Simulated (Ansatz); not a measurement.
# Ag: further runs on the relaxed cell

One table from this session's results is given with a row withheld; the runs are named, their logs left out.

This is Ag in the hcp structure; at room conditions it is fcc.

Computed with Ansatz 0.2.0 (DFT PBE, scalar-relativistic, plane waves, PAW, unless a step's input says otherwise).

1 further run of the same task is left out (set aside as unsound or not needed).

## Starting point

It takes space group P6_3/mmc (No. 194, hexagonal). Conventional cell: a = 2.934 Å, b = 2.934 Å, c = 4.799 Å, α = 90.00°, β = 90.00°, γ = 120.00°. Around Ag (site symmetry -6m2) lie 12 Ag at 2.93 to 2.94 Å.

As a file:

```xyz
2
Lattice="2.9342 0.0000 0.0000 -1.4671 2.5411 0.0000 0.0000 0.0000 4.7991" Properties=species:S:1:pos:R:3 pbc="T T T"
Ag    0.0000    1.6940    1.1998
Ag    1.4671    0.8470    3.5993
```

This cell was relaxed beforehand with the same method: volume 17.89 Å³/atom, gap on the mesh none (metal).

Set-up of the first run:

File input.yaml:

```yaml
crystal:
  lattice:
    - [2.9341772423, 0.0, 0.0]
    - [-1.4670886212, 2.5410720311, 0.0]
    - [0.0, 0.0, 4.7990771582]
  atoms:
    - { symbol: Ag, position: [0.3333333333, 0.6666666667, 0.25] }
    - { symbol: Ag, position: [0.6666666667, 0.3333333333, 0.75] }
basis:
  ecutwfc: 420
kpoints:
  mp_grid: { grid: [18, 18, 10] }
  band_path:
    path:
      - [[0.0, 0.0, 0.0], [0.5, 0.0, 0.0], [0.33333333, 0.33333333, 0.0], [0.0, 0.0, 0.0], [0.0, 0.0, 0.5], [0.5, 0.0, 0.5], [0.33333333, 0.33333333, 0.5], [0.0, 0.0, 0.5]]
      - [[0.5, 0.0, 0.5], [0.5, 0.0, 0.0]]
      - [[0.33333333, 0.33333333, 0.5], [0.33333333, 0.33333333, 0.0]]
    npoints: 14
hamiltonian:
  xc: pbe
scf:
  occupations: { method: gaussian, width: 0.1 }
  n_extra_bands: 6
output:
  forces: true
  stress: true
  eigenvalues: true
  populations: true
  dos: { projected: true, de: 0.02, nscf_kmesh: { grid: [27, 27, 15] } }
  bader: true
  write_density: true
  write_potential: true
  elf: true
  volumetric_format: npy
```

On the command line:

```console
> ansatz run input.yaml --threads 1 --pin off --max-ram 2560MiB --backend cpu --events-out ev --progress --plain --runs-dir out
```

Among the steps run: Static run: bands, density of states and charges; The cell under PBEsol; Relaxing with LDA; Relaxing with PBE+D3(BJ).

One table of the session follows, with a row left open; its other results are not shown here.

It belongs to the step «Relaxed cells side by side». 

| functional | a (Å) | b (Å) | c (Å) | volume (Å³/atom) |
| --- | --- | --- | --- | --- |
| PBE | 2.934 | 2.934 | 4.799 | 17.89 |
| PBEsol | 2.867 | 2.867 | 4.691 | 16.70 |
| LDA | ? | ? | ? | ? |
| PBE+D3(BJ) | 2.881 | 2.881 | 4.713 | 16.93 |

**Question.** Estimate the row for LDA.

**Answer.** a (Å): 2.829; b (Å): 2.829; c (Å): 4.630; volume (Å³/atom): 16.05. In the column «a (Å)» it is the lowest.
